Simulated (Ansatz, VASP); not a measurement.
# BN in VASP and in Ansatz

```
B N
1.0
     2.50519    0.00000    0.00000
     1.25009    2.17100    0.00000
     0.00000    0.00000   26.00000
B N
1 1
Direct
  0.49989 0.49989 0.50000
  0.83341 0.83341 0.50000
```

Alike in both runs: task single point; functional PBE; dispersion D3(BJ); k mesh 8 × 8 × 1; occupations gaussian, width 0.1 eV; no spin polarisation.

|  | VASP | Ansatz |
| --- | --- | --- |
| version | VASP 6.6.1 | Ansatz 0.2.0 |
| potentials or method | VASP PAW PBE potentials, release 64 (B, N) | scalar-relativistic, plane waves, PAW |
| plane-wave cutoff (eV) | 520 | 420 |
| valence electrons in the cell | 8 | 8 |

```csv
,VASP,Ansatz,Ansatz less VASP
gap on the k mesh at the Fermi level (eV),4.87,4.88,+0.005
least direct gap on the mesh (eV),4.97,4.97,+0.004
rms of the force components (eV/Å),0.009,0.009,+0.0001
```

Atom by atom the forces differ by 0.000 eV/Å (rms over components). With one functional, cell and mesh, what is left measures potentials, basis and numerics.
